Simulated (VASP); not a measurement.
PbS in VASP 6.6.1, single-point calculation

INCAR

```
NBANDS = 17
PREC = Accurate
LCHARG = .FALSE.
SIGMA = 0.5
GGA = PE
NELM = 99
IBRION = -1
NSW = 0
ISMEAR = -5
LWAVE = .FALSE.
ENCUT = 520
LREAL = Auto
EDIFF = 1E-7
LASPH = .TRUE.
ISIF = 2
```

KPOINTS

```
KPOINTS created by Atomic Simulation Environment
0
Gamma
8 8 8
0 0 0
```

POSCAR

```
Pb S
 1.0000000000000000
     0.0805752171000000    3.0080632397999998    3.0080632397999998
     3.0080632397999998    0.0805752171000000    3.0080632397999998
     3.0080632397999998    3.0080632397999998    0.0805752171000000
 Pb  S
   1   1
Cartesian
  0.0000000000000000  0.0000000000000000  0.0000000000000000
  3.0483508483499997  3.0483508483499997  3.0483508483499997
```

The recommended PBE PAW datasets give the neutral cell 20 valence electrons.

Command

```
mpirun -np 1 vasp_std
```

How does this run end, and what does it give?

It converged. Results: gap between bands v and c on the k mesh 0.12 eV; least direct gap on the k mesh 0.33 eV; pressure 2.1 GPa. Band v is the last that the valence electrons fill when counted band by band, and c is the next.

OSZICAR

```
N       E                     dE             d eps       ncg     rms          rms(c)
DAV:   1     0.159304092766E+03    0.15930E+03   -0.97627E+03  2218   0.124E+03
DAV:   2     0.313611821978E+01   -0.15617E+03   -0.15124E+03  2345   0.315E+02
DAV:   3    -0.890957311689E+01   -0.12046E+02   -0.11961E+02  2844   0.929E+01
DAV:   4    -0.922618913795E+01   -0.31662E+00   -0.31626E+00  2864   0.162E+01
DAV:   5    -0.923779046774E+01   -0.11601E-01   -0.11600E-01  3287   0.302E+00    0.461E+00
DAV:   6    -0.874690357238E+01    0.49089E+00   -0.13972E+00  3450   0.802E+00    0.325E+00
DAV:   7    -0.874724244674E+01   -0.33887E-03   -0.14350E-01  2630   0.189E+00    0.186E+00
DAV:   8    -0.875080477773E+01   -0.35623E-02   -0.16210E-02  2554   0.137E+00    0.250E-01
DAV:   9    -0.875034818817E+01    0.45659E-03   -0.32756E-03  3526   0.502E-01    0.854E-02
DAV:  10    -0.875052784969E+01   -0.17966E-03   -0.36153E-04  2471   0.115E-01    0.560E-02
DAV:  11    -0.875053565499E+01   -0.78053E-05   -0.65192E-05  3043   0.875E-02    0.188E-02
DAV:  12    -0.875053654170E+01   -0.88671E-06   -0.42009E-06  2836   0.196E-02    0.255E-03
DAV:  13    -0.875053656115E+01   -0.19449E-07   -0.15974E-07  2618   0.388E-03
   1 F= -.87505366E+01 E0= -.87505366E+01  d E =0.000000E+00
```

For comparison, a separate PBE run of the intended cell, on usual settings and not on those above, gives a gap of 0.12 eV on its mesh and a pressure of 2.0 GPa.
